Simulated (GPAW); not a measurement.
Here is a GPAW 26.7.0 calculation.

File run.py:

```python
from ase import Atoms
from ase.dft.bandgap import bandgap
from ase.io import write
from ase.units import GPa
from gpaw import GPAW, PW, setup_paths

setup_paths.insert(0, '.')

atoms = Atoms(['Hg', 'Te'],
              cell=[[0.0, 3.2145, 3.2145],
                    [3.2145, 0.0, 3.2145],
                    [3.2145, 3.2145, 0.0]],
              scaled_positions=[[-0.002633, 0.003147, -0.004418],
                                [0.748726, 0.752263, 0.749208]],
              pbc=True)

calc = GPAW(mode=PW(600),
            xc='PBEsol',
            kpts={'size': (7, 7, 7), 'gamma': True},
            occupations={'name': 'fermi-dirac', 'width': 0.05},
            nbands=18,
            convergence={'density': 1e-05, 'energy': 1e-05},
            maxiter=150,
            txt='gpaw.txt')
atoms.calc = calc
energy = atoms.get_potential_energy()
forces = atoms.get_forces()
stress = atoms.get_stress()
calc.write('gs.gpw')
write('result.traj', atoms)
print(f'Energy: {energy:.6f} eV')
print('Forces (eV/A):')
print(forces.round(4))
print('Stress (GPa):', (stress / GPa).round(3))
print('Fermi level:', round(calc.get_fermi_level(), 4), 'eV')
print(f'Gap: {bandgap(calc)[0]:.4f} eV, direct: {bandgap(calc, direct=True)[0]:.4f} eV')
```

Potentials or basis: PAW data sets generated in the run's folder for this functional, pw.

Launch:

```bash
$ gpaw-setup -f PBEsol Hg Te
$ OMP_NUM_THREADS=1 python run.py
```

(1) What does it give for the pressure?

(2) Estimate the largest force.

(3) Estimate the band gap on the k mesh.

Answers

(1) 1.7 GPa.

(2) 0.076 eV/Å.

(3) none (metal or under the smearing width).
